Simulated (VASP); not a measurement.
# MoH6 (P-3m1) in VASP: notebook

Runs on MoH6. Level: PBE. Tasks: equation of state.

Program: VASP 6.6.1. These are calculated values, not measurements. Logs are shortened: lines on timing, memory, paths and dates and some standing lists are left out, and cuts for length are marked.

### Step 1. Starting point

It takes space group P-3m1 (No. 164, trigonal). Conventional cell: a = 2.831 Å, b = 2.831 Å, c = 21.439 Å, α = 90.00°, β = 90.00°, γ = 120.00°. H (site symmetry 3m) is surrounded by 3 Mo at 1.93 Å. H (site symmetry 3m) is surrounded by 1 H at 0.75 Å. H (site symmetry 3m) is surrounded by 1 H at 0.75 Å. H (site symmetry 3m) is surrounded by 1 H at 0.75 Å. Around H (site symmetry 3m) lie 1 H at 0.75 Å. H (site symmetry 3m) is surrounded by 1 H at 0.75 Å. Around Mo (site symmetry 3m) lie 3 H at 1.93 Å.

The cell was built by a generator and needn't be a form met in nature.

### Step 2. Equation of state, PBE, 10.63 Å³/atom

File INCAR:

```
  PREC = Accurate
  ENCUT = 520
  EDIFF = 1E-6
  ISMEAR = 0
  SIGMA = 0.1
  LREAL = False
  LASPH = True
  NELM = 100
  ALGO = Normal
  ISIF = 4
  LWAVE = False
  LCHARG = False
  GGA = PE
  IBRION = 2
  NSW = 30
  EDIFFG = -0.02
  KPAR = 4
```

File KPOINTS:

```
regular mesh
0
Gamma
  12 12 2
```

File POSCAR:

```
MoH6
1.0
    2.8310600000      0.0000000000      0.0000000000
   -1.4155300000      2.4517700000      0.0000000000
    0.0000000000      0.0000000000     21.4389600000
H Mo
12 2
Direct
    0.0000000000      0.0000000000      0.8983480000
    0.0000000000      0.0000000000      0.1016520000
    0.6666670000      0.3333330000      0.6442640000
    0.6666670000      0.3333330000      0.6094090000
    0.3333330000      0.6666670000      0.7726830000
    0.3333330000      0.6666670000      0.7378140000
    0.0000000000      0.0000000000      0.4825710000
    0.0000000000      0.0000000000      0.5174290000
    0.6666670000      0.3333330000      0.2273170000
    0.6666670000      0.3333330000      0.2621860000
    0.3333330000      0.6666670000      0.3557360000
    0.3333330000      0.6666670000      0.3905910000
    0.6666670000      0.3333330000      0.9465230000
    0.3333330000      0.6666670000      0.0534770000
```

Potentials or basis: VASP PAW PBE potentials, release 64 (H, Mo_sv).

Command:

```console
> cat potpaw_PBE.64/H/POTCAR potpaw_PBE.64/Mo_sv/POTCAR > POTCAR
> mpirun -np 4 vasp_std > vasp.out
```

OUTCAR:

```text
PREC = Accurate
   ENCUT = 520
   EDIFF = 1E-6
   ISMEAR = 0
   LREAL = False
   LASPH = True
   NELM = 100
   ISIF = 4
   GGA = PE
   IBRION = 2
   NSW = 30
   EDIFFG = -0.02

 ion  position               nearest neighbor table
   1  0.000  0.000  0.898-  13 1.93  13 1.93  13 1.93
   2  0.000  0.000  0.102-  14 1.93  14 1.93  14 1.93
   3  0.667  0.333  0.644-   4 0.75
   4  0.667  0.333  0.609-   3 0.75
   5  0.333  0.667  0.773-   6 0.75
   6  0.333  0.667  0.738-   5 0.75
   7  0.000  0.000  0.483-   8 0.75
   8  0.000  0.000  0.517-   7 0.75
   9  0.667  0.333  0.227-  10 0.75
  10  0.667  0.333  0.262-   9 0.75
  11  0.333  0.667  0.356-  12 0.75
  12  0.333  0.667  0.391-  11 0.75
  13  0.667  0.333  0.947-   1 1.93   1 1.93   1 1.93  14 2.82  14 2.82  14 2.82
  14  0.333  0.667  0.053-   2 1.93   2 1.93   2 1.93  13 2.82  13 2.82  13 2.82

  LATTYP: Found a hexagonal cell.
 ALAT       =     2.8310600000
 C/A-ratio  =     7.5727677972

  Lattice vectors:

 A1 = (   2.8310600000,   0.0000000000,   0.0000000000)
 A2 = (  -1.4155300000,   2.4517700000,   0.0000000000)
 A3 = (   0.0000000000,   0.0000000000,  21.4389600000)

Analysis of symmetry for initial positions (statically):
=====================================================================
 Subroutine PRICEL returns:
 Original cell was already a primitive cell.

 Routine SETGRP: Setting up the symmetry group for a
 hexagonal supercell.

 Subroutine GETGRP returns: Found 12 space group operations
 (whereof 12 operations were pure point group operations)
 out of a pool of 24 trial point group operations.

The static configuration has the point symmetry D_3d.

Analysis of symmetry for dynamics (positions and initial velocities):
=====================================================================
 Subroutine PRICEL returns:
 Original cell was already a primitive cell.

 Routine SETGRP: Setting up the symmetry group for a
 hexagonal supercell.

 Subroutine GETGRP returns: Found 12 space group operations
 (whereof 12 operations were pure point group operations)
 out of a pool of 24 trial point group operations.

The dynamic configuration has the point symmetry D_3d.

 Subroutine INISYM returns: Found 12 space group operations
 (whereof 12 operations are pure point group operations),
 and found     1 'primitive' translations

----------------------------------------------------------------------------------------

                                     Primitive cell

  volume of cell :     148.8101

  direct lattice vectors                    reciprocal lattice vectors
     2.831060000  0.000000000  0.000000000     0.353224587  0.203934301  0.000000000
    -1.415530000  2.451770000  0.000000000     0.000000000  0.407868601  0.000000000
     0.000000000  0.000000000 21.438960000     0.000000000  0.000000000  0.046644054

  length of vectors
     2.831060000  2.831060104 21.438960000     0.407868616  0.407868601  0.046644054

  position of ions in fractional coordinates (direct lattice)
     0.000000000  0.000000000  0.898348000
     0.000000000  0.000000000  0.101652000
     0.666667000  0.333333000  0.644264000
     0.666667000  0.333333000  0.609409000
     0.333333000  0.666667000  0.772683000
     0.333333000  0.666667000  0.737814000
     0.000000000  0.000000000  0.482571000
     0.000000000  0.000000000  0.517429000
     0.666667000  0.333333000  0.227317000
     0.666667000  0.333333000  0.262186000
     0.333333000  0.666667000  0.355736000
     0.333333000  0.666667000  0.390591000
     0.666667000  0.333333000  0.946523000
     0.333333000  0.666667000  0.053477000

  ion indices of the primitive-cell ions
   primitive index   ion index
                 1           1
                 2           2
                 3           3
                 4           4
                 5           5
                 6           6
                 7           7
                 8           8
                 9           9
                10          10
                11          11
                12          12
                13          13
                14          14

----------------------------------------------------------------------------------------

 KPOINTS: regular mesh

Automatic generation of k-mesh.
 Grid dimensions read from file:
 generate k-points for:   12   12    2

 Generating k-lattice:

  Cartesian coordinates                     Fractional coordinates (reciprocal lattice)
     0.029435382  0.016994525  0.000000000     0.083333333 -0.000000000  0.000000000
     0.000000000  0.033989050  0.000000000     0.000000000  0.083333333  0.000000000
     0.000000000  0.000000000  0.023322027     0.000000000  0.000000000  0.500000000

  Length of vectors
     0.033989051  0.033989050  0.023322027

  Shift w.r.t. Gamma in fractional coordinates (k-lattice)
     0.000000000  0.000000000  0.000000000

 Subroutine IBZKPT returns following result:
 ===========================================

 Found     38 irreducible k-points:

 Following reciprocal coordinates:
            Coordinates               Weight
  0.000000  0.000000  0.000000      1.000000
  0.083333  0.000000  0.000000      6.000000
  0.166667  0.000000  0.000000      6.000000
  0.250000  0.000000  0.000000      6.000000
  0.333333  0.000000  0.000000      6.000000
  0.416667  0.000000  0.000000      6.000000
[... 16 lines left out ...]
  0.250000  0.000000  0.500000      6.000000
  0.333333  0.000000  0.500000      6.000000
 [... further k-points ...]
   k-points           NKPTS =     38   k-points in BZ     NKDIM =     38   number of bands    NBANDS=     28
   number of dos      NEDOS =    301   number of ions     NIONS =     14
   total plane-waves  NPLWV =  92160
   dimension x,y,z NGX =    24 NGY =   24 NGZ =  160
   dimension x,y,z NGXF=    48 NGYF=   48 NGZF=  320
   ions per type =              12   2
   NGX,Y,Z   is equivalent  to a cutoff of  14.09, 14.09, 12.41 a.u.
   NGXF,Y,Z  is equivalent  to a cutoff of  28.19, 28.19, 24.81 a.u.
 SYSTEM =  unknown system
   PREC   = accura    normal or accurate (medium, high low for compatibility)
   ISTART =      0    job   : 0-new  1-cont  2-samecut
   ICHARG =      2    charge: 1-file 2-atom 10-const
   ISPIN  =      1    spin polarized calculation?
[... 12 lines left out ...]
   ISYM   =      2    0-nonsym 1-usesym 2-fastsym
   POTIM  = 0.5000    time-step for ionic-motion
   TEBEG  =    0.0;   TEEND  =   0.0 temperature during run
   PSTRESS=    0.0 pullay stress
   NELECT =      40.0000    total number of electrons
   NUPDOWN=      -1.0000    fix difference up-down
   EMIN   =  10.00;   EMAX   =-10.00  energy-range for DOS
   EFERMI =   0.00;   METHOD = LEGACY
   ISMEAR =     0;   SIGMA  =   0.10  broadening in eV -4-tet -1-fermi 0-gaus
   EFERMI_NEDOS =   21; number of points for ismear=-14 and -15
   IALGO  =     38    algorithm
   IMIX   =      4    mixing-type and parameters
     AMIX     =   0.40;   BMIX     =  1.00
     AMIX_MAG =   1.60;   BMIX_MAG =  1.00
  volume/ion in A,a.u.               =      10.63        71.73
  Fermi-wavevector in a.u.,A,eV,Ry     =   1.056535  1.996562 15.187731  1.116267
  Thomas-Fermi vector in A             =   2.191775
   LORBIT       =      0    0 simple, 1 ext, 2 COOP (PROOUT), +10 PAW based schemes
   GGA     = PE    functional components
   LHFCALC =     F    Hartree Fock is set to
   AEXX    =    0.0000 exact exchange contribution
   IVDW    =     0    specifies the selected vdW correction
   LEPSILON=     F    determine dielectric tensor
   LRPA    =     F    only Hartree local field effects (RPA)
 conjugate gradient relaxation of ions
 non-spin polarized calculation
 Gauss-broadening in eV      SIGMA  =   0.10
  energy-cutoff  :      520.00
  volume of cell :      148.81
 maximum number of plane-waves:      4052
 NGX is ok and might be reduce to    24
   NGX = 11   NGY = 11   NGZ = 79

 number of electron      40.0000009 magnetization

 Free energy of the ion-electron system (eV)
  ---------------------------------------------------
  ext. energy  EPLUGINS =         0.00000000
  ---------------------------------------------------
  free energy    TOTEN  =       -61.38597685 eV

  energy without entropy =      -61.37411261  energy(sigma->0) =      -61.38004473

 E-fermi :  -0.0890     XC(G=0):  -7.4904

 val. band max:       -0.1144622393   @ k =   0.4167   0.0000   0.0000
 cond. band min:      -0.0592482140   @ k =   0.1667   0.0000   0.0000
 fundamental gap:      0.0552140254
 Fermi energy:        -0.0890224046

 k-point     1 :       0.0000    0.0000    0.0000
  band No.  band energies     occupation
      1     -60.9596      2.00000
      2     -60.8429      2.00000
      3     -35.3674      2.00000
      4     -34.7081      2.00000
      5     -34.4653      2.00000
      6     -34.4653      2.00000
[... 20 lines left out ...]
     27       2.8252      0.00000
     28       3.6858      0.00000

 k-point     2 :       0.0833    0.0000    0.0000
  band No.  band energies     occupation
      1     -60.9479      2.00000
      2     -60.8347      2.00000
      3     -35.3491      2.00000
      4     -34.7237      2.00000
      5     -34.5194      2.00000
      6     -34.4842      2.00000
[... 20 lines left out ...]
     27       3.0229      0.00000
     28       3.9242      0.00000

 k-point     3 :       0.1667    0.0000    0.0000
  band No.  band energies     occupation
      1     -60.9157      2.00000
      2     -60.8126      2.00000
      3     -35.3002      2.00000
      4     -34.8203      2.00000
      5     -34.6395      2.00000
      6     -34.6007      2.00000
[... 20 lines left out ...]
     27       3.6193      0.00000
     28       4.5719      0.00000

 k-point     4 :       0.2500    0.0000    0.0000
  band No.  band energies     occupation
      1     -60.8703      2.00000
      2     -60.7831      2.00000
      3     -35.2473      2.00000
      4     -35.0388      2.00000
      5     -34.8557      2.00000
      6     -34.6469      2.00000
[... 578 lines left out ...]
     27       3.9187      0.00000
     28       4.2516      0.00000

 k-point    23 :       0.2500    0.0000    0.5000
  band No.  band energies     occupation
      1     -60.8703      2.00000
      2     -60.7831      2.00000
      3     -35.2473      2.00000
      4     -35.0388      2.00000
      5     -34.8557      2.00000
      6     -34.6469      2.00000
[... 20 lines left out ...]
     27       4.6509      0.00000
     28       4.9435      0.00000

 k-point    24 :       0.3333    0.0000    0.5000
  band No.  band energies     occupation
      1     -60.8227      2.00000
      2     -60.7552      2.00000
      3     -35.2952      2.00000
      4     -35.2614      2.00000
      5     -34.9710      2.00000
      6     -34.6750      2.00000
[... 20 lines left out ...]
     27       5.3691      0.00000
     28       5.7042      0.00000

 [... further k-points ...]

------------------------ aborting loop because EDIFF is reached ----------------------------------------

  FORCE on cell =-STRESS in cart. coord.  units (eV):
  Direction    XX          YY          ZZ          XY          YZ          ZX
  --------------------------------------------------------------------------------------
  -------------------------------------------------------------------------------------
  Total       -0.0174846     -0.0174846      0.0243489      0.0000000      0.0000000      0.0000000
  in kB       -0.1882496     -0.1882497      0.2621542      0.0000000      0.0000000      0.0000000
  external PRESSURE =      -0.0381150 kB  Pullay stress =       0.0000000 kB

 VOLUME and BASIS-vectors are now :
 -----------------------------------------------------------------------------
  energy-cutoff  :      520.00
  volume of cell :      148.81
      direct lattice vectors                 reciprocal lattice vectors
     2.831060000  0.000000000  0.000000000     0.353224587  0.203934301  0.000000000
    -1.415530000  2.451770000  0.000000000     0.000000000  0.407868601  0.000000000
     0.000000000  0.000000000 21.438960000     0.000000000  0.000000000  0.046644054

 POSITION                                       TOTAL-FORCE (eV/Angst)
 -----------------------------------------------------------------------------------
      0.00000      0.00000     19.25965         0.000000      0.000000      0.000583
      0.00000      0.00000      2.17931         0.000000     -0.000000     -0.000583
      1.41553      0.81726     13.81235         0.000000      0.000000      0.000540
      1.41553      0.81726     13.06510         0.000000      0.000000      0.002101
     -0.00000      1.63451     16.56552         0.000000     -0.000000      0.001605
     -0.00000      1.63451     15.81796         0.000000     -0.000000      0.006445
      0.00000      0.00000     10.34582         0.000000     -0.000000      0.003141
      0.00000      0.00000     11.09314         0.000000      0.000000     -0.003141
      1.41553      0.81726      4.87344        -0.000000      0.000000     -0.001605
      1.41553      0.81726      5.62100         0.000000      0.000000     -0.006445
     -0.00000      1.63451      7.62661         0.000000      0.000000     -0.000540
     -0.00000      1.63451      8.37386        -0.000000     -0.000000     -0.002101
      1.41553      0.81726     20.29247        -0.000000      0.000000      0.002945
     -0.00000      1.63451      1.14649         0.000000      0.000000     -0.002945
 -----------------------------------------------------------------------------------
    total drift:                                0.000000     -0.000000      0.000000

  FREE ENERGIE OF THE ION-ELECTRON SYSTEM (eV)
  ---------------------------------------------------
  free  energy   TOTEN  =       -61.3859768528 eV

  energy  without entropy=      -61.3741126099  energy(sigma->0) =      -61.38004473

 reached required accuracy - stopping structural energy minimisation
```

It took 76 s on 4 MPI ranks of Intel Xeon Platinum 8259CL at 2.50GHz (Skylake/Cascade Lake), shared host; peak memory 0.36 GiB.

What came out:

| Item | Value |
| --- | --- |
| Free energy | -61.3860 eV |
| Pressure | 0.0 GPa |
| Largest force | 0.006 eV/Å |
| Band gap on the k mesh | none (metal or under the smearing width) |

[end of part 1 of 2]
